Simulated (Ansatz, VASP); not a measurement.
# C: VASP beside Ansatz

```
C
1.0
     0.00000    1.49001    1.49001
     1.49001    0.00000    1.49001
     1.49001    1.49001    0.00000
C
1
Direct
  0.00000 0.00000 0.00000
```

The cell was built by a generator and needn't be a form met in nature.

Alike in both runs: task relaxation of cell and atoms; functional LDA; k mesh 18 × 18 × 18; occupations fermi-dirac, width 0.1 eV; no spin polarisation.

|  | VASP | Ansatz |
| --- | --- | --- |
| version | VASP 6.6.1 | Ansatz 0.2.0 |
| potentials or method | VASP PAW LDA potentials, release 64 (C) | plane waves (420 eV) with PAW, scalar-relativistic |
| plane-wave cutoff (eV) | 600 | 420 |
| valence electrons in the cell | 4 | 4 |

|  | VASP | Ansatz | Ansatz less VASP |
| --- | --- | --- | --- |
| relaxed volume (Å³/atom) | 6.87 | 6.86 | -0.012 |
| relaxed cell length with the largest relative difference (Å) | 2.134 | 2.133 | -0.0013 |
| energy change over the relaxation (meV/atom) | -6 | -5 | +0.5 |

Ansatz warned: «pseudo_functional_mismatch».
